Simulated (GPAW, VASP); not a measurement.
This is a calculation of BAs for GPAW 26.7.0 (ASE script). 

Contents of run.py:

```python
from ase.dft.bandgap import bandgap
from ase.io import read, write
from ase.units import Bohr, GPa
from gpaw import GPAW, PW
from gpaw.elf import elf_from_dft_calculation

atoms = read('POSCAR')

calc = GPAW(mode=PW(800),
            xc='RPBE',
            kpts={'size': (10, 10, 10), 'gamma': True},
            occupations={'name': 'methfessel-paxton', 'order': 0, 'width': 0.05},
            nbands=11,
            convergence={'density': 1e-05, 'energy': 1e-05},
            maxiter=150,
            txt='gpaw.txt')
atoms.calc = calc
energy = atoms.get_potential_energy()
forces = atoms.get_forces()
stress = atoms.get_stress()
calc.write('gs.gpw')
write('result.traj', atoms)
print(f'Energy: {energy:.6f} eV')
print('Forces (eV/A):')
print(forces.round(4))
print('Stress (GPa):', (stress / GPa).round(3))
print('Fermi level:', round(calc.get_fermi_level(), 4), 'eV')
print(f'Gap: {bandgap(calc)[0]:.4f} eV, direct: {bandgap(calc, direct=True)[0]:.4f} eV')

# fields on the real-space grid
write('density.cube', atoms, data=calc.get_pseudo_density() * Bohr**3)
write('potential.cube', atoms, data=calc.get_electrostatic_potential())
write('elf.cube', atoms, data=elf_from_dft_calculation(calc).data)
```

The input POSCAR:

```
BAs
1.0
    0.0000000000      2.3885000000      2.3885000000
    2.3885000000      0.0000000000      2.3885000000
    2.3885000000      2.3885000000      0.0000000000
As B
1 1
Direct
    0.7500000000      0.7500000000      0.7500000000
    0.0000000000      0.0000000000      0.0000000000
```

Potentials or basis: the program's PAW data sets (release 1.2.1) made for this functional, pw.

Command:

```console
$ OMP_NUM_THREADS=1 python run.py
```

Task: Translate it to VASP 6.6.1. Potentials or basis there: PBE PAW files As, B, 520 eV.

Result: As run (cutoffs and basis follow the program's own potentials, and thresholds, step limits or extra output files can differ):

Contents of INCAR:

```
PREC     = Accurate       # precision mode
ENCUT    = 520            # plane-wave cutoff, eV
EDIFF    = 1E-6           # SCF threshold, eV
ISMEAR   = 0              # smearing method
SIGMA    = 0.05           # smearing width, eV
LREAL    = False          # projectors in reciprocal space
LASPH    = True           # aspherical terms in the spheres
NELM     = 100            # most SCF steps
ALGO     = Normal         # electronic algorithm
ISIF     = 2              # what is computed and relaxed
LWAVE    = False          # write WAVECAR
LCHARG   = True           # write CHGCAR
GGA      = RP             # functional
LELF     = True           # ELF
LVHAR    = True
```

File KPOINTS:

```
Automatic mesh
0
Gamma
  10 10 10
```

POSCAR

```
BAs
3.3778
    0.000000000000      0.707117058440      0.707117058440
    0.707117058440      0.000000000000      0.707117058440
    0.707117058440      0.707117058440      0.000000000000
As B
1 1
Direct
    0.7500000000      0.7500000000      0.7500000000
    0.0000000000      0.0000000000      0.0000000000
```

Potentials or basis: VASP PAW PBE potentials, release 64 (As, B).

Launch:

```bash
$ cat potpaw_PBE.64/As/POTCAR potpaw_PBE.64/B/POTCAR > POTCAR
$ mpirun -np 1 vasp_std > vasp.out
```

Both were run:

|  | GPAW | VASP |
| --- | --- | --- |
| Pressure | 6.0 GPa | 6.0 GPa |

VASP's potentials were made for PBE.

Pressure is positive in compression.
